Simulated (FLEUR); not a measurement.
# GaAs (F-43m) in FLEUR: further runs

Runs on GaAs. Level: PBE. Tasks: single point.

Everything below comes from runs of FLEUR MaX-R8.1 (later development tree). Logs are shortened: lines on timing, memory, paths and dates and some standing lists are left out, and cuts for length are marked.

**Measured values to compare with.**

From “Evidence of valence band perturbations in GaAsN/GaAs(001): A combined variable-angle spectroscopic ellipsometry and modulated photoreflectance investigation”, 2008, arxiv:0805.2212, for a bulk crystal of GaAs at 300 K: band gap 1.412 ± 0.01 eV (direct).

How close the calculation comes is told below.

## Step 1: The crystal as given

Symmetry: F-43m, No. 216, cubic system. The conventional cell has a = 5.654 Å, b = 5.654 Å, c = 5.654 Å, α = 90.00°, β = 90.00°, γ = 90.00°. As (site symmetry -43m) has 4 Ga at 2.45 Å as nearest neighbours. Ga (site symmetry -43m) has 4 As at 2.45 Å as nearest neighbours.

## Step 2: Single point, PBE

The input, inp.xml:

```xml
<?xml version="1.0" encoding="UTF-8" standalone="no"?>
<fleurInput fleurInputVersion="0.39">
   <comment>
      GaAs                                                                                                
   </comment>
   <calculationSetup>
      <cutoffs Kmax="4.71" Gmax="14.6" GmaxXC="14.6" numbands="0"/>
      <scfLoop itmax="60" minDistance="0.00001" maxIterBroyd="15" imix="Anderson" alpha="0.05" precondParam="0.0" spinf="2.0" sdNocoIR="T"/>
      <coreElectrons ctail="T" frcor="F" kcrel="0" coretail_lmax="0"/>
      <xcFunctional name="pbe" relativisticCorrections="F"/>
      <magnetism jspins="1"/>
      <soc l_soc="F" theta="0.0" phi="0.0" spav="F"/>
      <expertModes spex="0" secvar="F"/>
      <geometryOptimization l_f="T" forcealpha="1.0" forcemix="BFGS" epsdisp="0.0005" epsforce="0.0002"/>
      <ldaU l_linMix="F" mixParam="0.05" spinf="1.0"/>
   </calculationSetup>
   <cell>
      <bzIntegration valenceElectrons="42.0" mode="hist" fermiSmearingEnergy="0.00183747">
         <kPointListSelection listName="default-1"/>
         <!-- k-points included here -->
         <xi:include xmlns:xi="http://www.w3.org/2001/XInclude" href="kpts.xml"> </xi:include>
      </bzIntegration>
      <!-- symmetry operations included here -->
      <xi:include xmlns:xi="http://www.w3.org/2001/XInclude" href="sym.xml"> </xi:include>
      <bulkLattice scale="1.0">
         <bravaisMatrix>
            <row-1>    0.0000000000000000     5.3419722953255091     5.3419722953255091</row-1>
            <row-2>    5.3419722953255091     0.0000000000000000     5.3419722953255091</row-2>
            <row-3>    5.3419722953255091     5.3419722953255091     0.0000000000000000</row-3>
         </bravaisMatrix>
      </bulkLattice>
   </cell>
   <atomSpecies>
      <species name="Arsenic (As)" element="As" atomicNumber="33">
         <mtSphere radius="2.08" gridPoints="707" logIncrement="0.017"/>
         <atomicCutoffs lmax="9" lnonsphr="7"/>
         <electronConfig flipSpins="F">
            <coreConfig>(1s1/2) (2s1/2) (2p1/2) (2p3/2) (3s1/2)</coreConfig>
            <valenceConfig>(3p1/2) (3p3/2) (4s1/2) (3d3/2) (3d5/2) (4p1/2) (4p3/2)</valenceConfig>
            <stateOccupation state="(4p1/2)" spinUp="0.500000" spinDown="0.500000"/>
            <stateOccupation state="(4p3/2)" spinUp="1.000000" spinDown="1.000000"/>
         </electronConfig>
         <energyParameters s="4" p="4" d="3" f="4"/>
         <lo type="SCLO" l="1" n="3" eDeriv="0"/>
         <lo type="SCLO" l="1" n="3" eDeriv="1"/>
         <lo type="HELO" l="2" n="4" eDeriv="0"/>
         <lo type="HELO" l="2" n="4" eDeriv="1"/>
         <lo type="SCLO" l="0" n="4" eDeriv="2"/>
         <lo type="SCLO" l="3" n="4" eDeriv="2"/>
      </species>
      <species name="Gallium (Ga)" element="Ga" atomicNumber="31">
         <mtSphere radius="2.08" gridPoints="707" logIncrement="0.017"/>
         <atomicCutoffs lmax="9" lnonsphr="7"/>
         <electronConfig flipSpins="F">
            <coreConfig>(1s1/2) (2s1/2) (2p1/2) (2p3/2)</coreConfig>
            <valenceConfig>(3s1/2) (3p1/2) (3p3/2) (4s1/2) (3d3/2) (3d5/2) (4p1/2) (4p3/2)</valenceConfig>
            <stateOccupation state="(4p1/2)" spinUp="0.166667" spinDown="0.166667"/>
            <stateOccupation state="(4p3/2)" spinUp="0.333333" spinDown="0.333333"/>
         </electronConfig>
         <energyParameters s="4" p="4" d="3" f="4"/>
         <lo type="SCLO" l="0" n="3" eDeriv="0"/>
         <lo type="SCLO" l="1" n="3" eDeriv="0"/>
         <lo type="SCLO" l="1" n="3" eDeriv="1"/>
         <lo type="HELO" l="2" n="4" eDeriv="0"/>
         <lo type="HELO" l="2" n="4" eDeriv="1"/>
         <lo type="SCLO" l="3" n="4" eDeriv="2"/>
      </species>
   </atomSpecies>
   <atomGroups>
      <atomGroup species="Arsenic (As)">
         <relPos label="                   1">-1.000/4.000 -1.000/4.000 -1.000/4.000</relPos>
         <force calculate="T" relaxXYZ="TTT"/>
      </atomGroup>
      <atomGroup species="Gallium (Ga)">
         <relPos label="                   2">.0000000000 .0000000000 .0000000000</relPos>
         <force calculate="T" relaxXYZ="TTT"/>
      </atomGroup>
   </atomGroups>
   <output dos="F" band="F" slice="F">
      <checks vchk="F" cdinf="F"/>
      <bandDOS minEnergy="-.5*Htr" maxEnergy="0.5*Htr" sigma="0.015" storeEVData="T"/>
      <vacuumDOS vacdos="F" integ="F" star="F" nstars="0" locx1="0.0" locy1="0.0" locx2="0.0" locy2="0.0" nstm="0" tworkf="0.0"/>
      <unfoldingBand unfoldBand="F" supercellX="1" supercellY="1" supercellZ="1"/>
      <plotting iplot="0" polar="F">
         <plot TwoD="T" vec1="  1.0  0.0  0.0" vec2="  0.0  1.0  0.0" vec3="  0.0  0.0  1.0" zero="  0.0  0.0  0.0" file="plot"/>
      </plotting>
      <chargeDensitySlicing numkpt="0" minEigenval="0.0" maxEigenval="0.0" nnne="0" pallst="F"/>
      <specialOutput eonly="F"/>
      <moessbauerParams electricFieldGradient="T" isomerShift="T" coreHyperfine="T" valenceHyperfine="T"/>
      <magneticCircularDichroism mcd="F" energyLo="-10.0" energyUp="0.0"/>
   </output>
  <!-- We include the file relax.xml here to enable relaxations (see documentation) -->
  <xi:include xmlns:xi="http://www.w3.org/2001/XInclude" href="relax.xml"> <xi:fallback/> </xi:include>
</fleurInput>
```

The input, crystal.txt:

```
GaAs
&input cartesian=F /
0.0000000000  2.8268500000  2.8268500000
2.8268500000  0.0000000000  2.8268500000
2.8268500000  2.8268500000  0.0000000000
1.8897261246
1.0 1.0 1.0

2
33 0.7500000000  0.7500000000  0.7500000000
31 0.0000000000  0.0000000000  0.0000000000

&kpt div1=8 div2=8 div3=8 gamma=T /
```

Potentials or basis: all-electron, FLAPW.

Started as:

```console
$ inpgen -f crystal.txt -profile fastHighL
$ # inp.xml edited to the form shown
$ fleur_MPI
```

Log:

```text
Welcome to FLEUR        (www.flapw.de)
      MaX-Release 8.1          (www.max-centre.eu)

 ========== k-point set info ==========
 Selected k-point list: default-1
 k-point list type: mesh
 8 x 8 x 8
 Number of k points: 29

 ------------Calculation Setup---------------------------
 Number of MPI-tasks      :            1
 Number of PE/node        :            1
 Number of OMP-threads    :            1
 Most efficient MPI parallelization for:
           1          29
 Additional eigenvalue parallelization possible
 Number of basis functions:          637
 Approximate size of matrices (H+S) per k-point:         0.012 GB
 --------------------------------------------------------
 Iteration:     1   Distance:       6.63315726 me/bohr^3
 Iteration:     2   Distance:       6.12236728 me/bohr^3
 Iteration:     3   Distance:       3.43394849 me/bohr^3
 Iteration:     4   Distance:       1.01566802 me/bohr^3
 Iteration:     5   Distance:       0.86697397 me/bohr^3
 Iteration:     6   Distance:       0.17742317 me/bohr^3
 Iteration:     7   Distance:       0.08125347 me/bohr^3
 Iteration:     8   Distance:       0.06605782 me/bohr^3
 Iteration:     9   Distance:       0.00743656 me/bohr^3
 Iteration:    10   Distance:       0.00641217 me/bohr^3
 Iteration:    11   Distance:       0.00191069 me/bohr^3
 Iteration:    12   Distance:       0.00052850 me/bohr^3
 Iteration:    13   Distance:       0.00018791 me/bohr^3
 Iteration:    14   Distance:       0.00001915 me/bohr^3
 Iteration:    15   Distance:       0.00001895 me/bohr^3
 Iteration:    16   Distance:       0.00001740 me/bohr^3
 Iteration:    17   Distance:       0.00001094 me/bohr^3
 Iteration:    18   Distance:       0.00000274 me/bohr^3

 ********************************************************************
 Run finished successfully
 Stop message:
   Structural relaxation: Done
 ********************************************************************
```

Run time: 3.3 min. Hardware: 1 thread of Arm Neoverse V1, shared host; peak memory 0.07 GiB.

What came out:

```
Free energy                                           : -114429.9163 eV
Band gap on the k mesh                                : 0.52 eV, direct
Valence electrons inside the program's atomic spheres : As 18.64; Ga 19.00 (radii As 2.08, Ga 2.08 bohr)
```

Levels at points of the mesh, in eV from the valence-band top:
```tsv
k point	band 17	band 18	band 19	band 20	band 21	band 22	band 23	band 24	band 25	band 26
(0.00, 0.00, 0.00)	-14.70	-12.73	0.00	0.00	0.00	0.52	3.74	3.74	3.74	7.60
(0.00, 0.00, 0.50)	-14.70	-10.96	-6.63	-1.14	-1.14	1.01	4.65	4.65	7.76	10.41
(0.00, 0.50, 0.50)	-14.69	-10.23	-6.81	-2.67	-2.67	1.47	1.66	10.18	10.18	10.99
```

Core levels (eV from the Fermi level):
```tsv
atom	levels
1 As	1s1/2 -11710.9, 2s1/2 -1481.0, 2p1/2 -1322.6, 2p3/2 -1286.1, 3s1/2 -185.0
2 Ga	1s1/2 -10223.1, 2s1/2 -1257.7, 2p1/2 -1112.9, 2p3/2 -1085.2
```

## Step 3: Single point, PBE (atoms moved at random, drawn with an rms of 0.05 Å)

Changes to inp.xml since step 2:

```diff
@@ -34,4 +34,4 @@
       <species name="Arsenic (As)" element="As" atomicNumber="33">
-         <mtSphere radius="2.08" gridPoints="707" logIncrement="0.017"/>
-         <atomicCutoffs lmax="9" lnonsphr="7"/>
+         <mtSphere radius="2.08" gridPoints="691" logIncrement="0.018"/>
+         <atomicCutoffs lmax="8" lnonsphr="6"/>
          <electronConfig flipSpins="F">
@@ -51,4 +51,4 @@
       <species name="Gallium (Ga)" element="Ga" atomicNumber="31">
-         <mtSphere radius="2.08" gridPoints="707" logIncrement="0.017"/>
-         <atomicCutoffs lmax="9" lnonsphr="7"/>
+         <mtSphere radius="2.08" gridPoints="691" logIncrement="0.018"/>
+         <atomicCutoffs lmax="8" lnonsphr="6"/>
          <electronConfig flipSpins="F">
@@ -70,3 +70,3 @@
       <atomGroup species="Arsenic (As)">
-         <relPos label="                   1">-1.000/4.000 -1.000/4.000 -1.000/4.000</relPos>
+         <relPos label="                   1">-.2420950000 -.2602170000 -.2405790000</relPos>
          <force calculate="T" relaxXYZ="TTT"/>
@@ -74,3 +74,3 @@
       <atomGroup species="Gallium (Ga)">
-         <relPos label="                   2">.0000000000 .0000000000 .0000000000</relPos>
+         <relPos label="                   2">.0096460000 .0093300000 -.0205510000</relPos>
          <force calculate="T" relaxXYZ="TTT"/>
```

Changes to crystal.txt since step 2:

```diff
@@ -9,4 +9,4 @@
 2
-33 0.7500000000  0.7500000000  0.7500000000
-31 0.0000000000  0.0000000000  0.0000000000
+33 0.7579050000  0.7397830000  0.7594210000
+31 0.0096460000  0.0093300000  -0.0205510000
```

Potentials or basis: all-electron, FLAPW.

Started as:

```console
$ inpgen -f crystal.txt -profile fastHighL
$ # inp.xml edited to the form shown
$ fleur_MPI
```

Log:

```text
Welcome to FLEUR        (www.flapw.de)
      MaX-Release 8.1          (www.max-centre.eu)

 ========== k-point set info ==========
 Selected k-point list: default-1
 k-point list type: mesh
 8 x 8 x 8
 Number of k points: 260

 ------------Calculation Setup---------------------------
 Number of MPI-tasks      :            1
 Number of PE/node        :            1
 Number of OMP-threads    :            1
 Most efficient MPI parallelization for:
           1           2           4           5          10          13          20          26          52          65         130         260
 Additional eigenvalue parallelization possible
 Number of basis functions:          637
 Approximate size of matrices (H+S) per k-point:         0.012 GB
 --------------------------------------------------------
 Iteration:     1   Distance:       6.76835030 me/bohr^3
 Iteration:     2   Distance:       6.25014086 me/bohr^3
 Iteration:     3   Distance:       3.49347421 me/bohr^3
 Iteration:     4   Distance:       1.02835019 me/bohr^3
 Iteration:     5   Distance:       0.87513082 me/bohr^3
 Iteration:     6   Distance:       0.17749566 me/bohr^3
 Iteration:     7   Distance:       0.08444459 me/bohr^3
 Iteration:     8   Distance:       0.06569352 me/bohr^3
 Iteration:     9   Distance:       0.00776479 me/bohr^3
 Iteration:    10   Distance:       0.00637419 me/bohr^3
 Iteration:    11   Distance:       0.00181296 me/bohr^3
 Iteration:    12   Distance:       0.00070194 me/bohr^3
 Iteration:    13   Distance:       0.00024301 me/bohr^3
 Iteration:    14   Distance:       0.00006212 me/bohr^3
 Iteration:    15   Distance:       0.00002649 me/bohr^3
 Iteration:    16   Distance:       0.00002478 me/bohr^3
 Iteration:    17   Distance:       0.00001138 me/bohr^3
 Iteration:    18   Distance:       0.00000333 me/bohr^3
 Reset of history

 ********************************************************************
 Run finished successfully
 Stop message:
   Structural relaxation: new displacements generated
 ********************************************************************
```

Run time: 31 min. Hardware: 1 thread of Arm Neoverse V1, shared host; peak memory 0.23 GiB.

Results:

- Free energy: -114429.8681 eV
- Largest force: 0.888 eV/Å
- Band gap on the k mesh: 0.20 eV, direct
- Valence electrons inside the program's atomic spheres: As 18.64; Ga 19.00 (radii As 2.08, Ga 2.08 bohr)

Forces on the atoms (eV/Å):
```
As  -0.153 -0.709  0.511
Ga   0.153  0.710 -0.511
```

Levels at points of the mesh, in eV from the valence-band top:
| k point | band 19 | band 20 | band 21 | band 22 | band 23 | band 24 |
| --- | --- | --- | --- | --- | --- | --- |
| (0.00, 0.00, 0.00) | -0.59 | -0.40 | 0.00 | 0.20 | 3.23 | 3.46 |
| (0.00, 0.00, 0.50) | -6.59 | -1.60 | -1.41 | 0.47 | 4.07 | 4.34 |
| (0.00, 0.50, 0.00) | -7.18 | -1.64 | -1.22 | 0.83 | 4.10 | 4.71 |
| (0.00, 0.50, 0.50) | -7.15 | -3.03 | -2.92 | 1.12 | 1.35 | 9.84 |
| (0.50, 0.00, 0.00) | -6.97 | -1.72 | -1.18 | 0.70 | 3.95 | 4.72 |
| (0.50, 0.00, 0.50) | -7.12 | -3.10 | -2.88 | 1.01 | 1.46 | 9.72 |
| (0.50, 0.50, 0.00) | -7.13 | -3.07 | -2.90 | 1.06 | 1.42 | 9.76 |
| (0.50, 0.50, 0.50) | -7.05 | -1.70 | -1.18 | 0.75 | 3.99 | 4.74 |

Core levels (eV from the Fermi level):
| atom | levels |
| --- | --- |
| 1 As | 1s1/2 -11711.1, 2s1/2 -1481.1, 2p1/2 -1322.7, 2p3/2 -1286.2, 3s1/2 -185.2 |
| 2 Ga | 1s1/2 -10223.3, 2s1/2 -1257.9, 2p1/2 -1113.0, 2p3/2 -1085.4 |

A k mesh can miss the band edges.

## Step 4: Comparison with measurements

Step 2. Against the measured gap of GaAs, 1.412 eV (direct; 300 K; “Evidence of valence band perturbations in GaAsN/GaAs(001): A combined variable-angle spectroscopic ellipsometry and modulated photoreflectance investigation”, 2008, arxiv:0805.2212), the calculated 0.52 eV is off by -0.89 eV. 3 values of this kind are on record (1.412 to 1.51 eV); this one was drawn at random among those near their median, those with a stated uncertainty first. Spin-orbit coupling on As, Ga is left out. The value is that of PBE on a finite k mesh, which can miss the band edges, without temperature or zero-point motion. Semilocal functionals fall short of measured gaps as a rule.
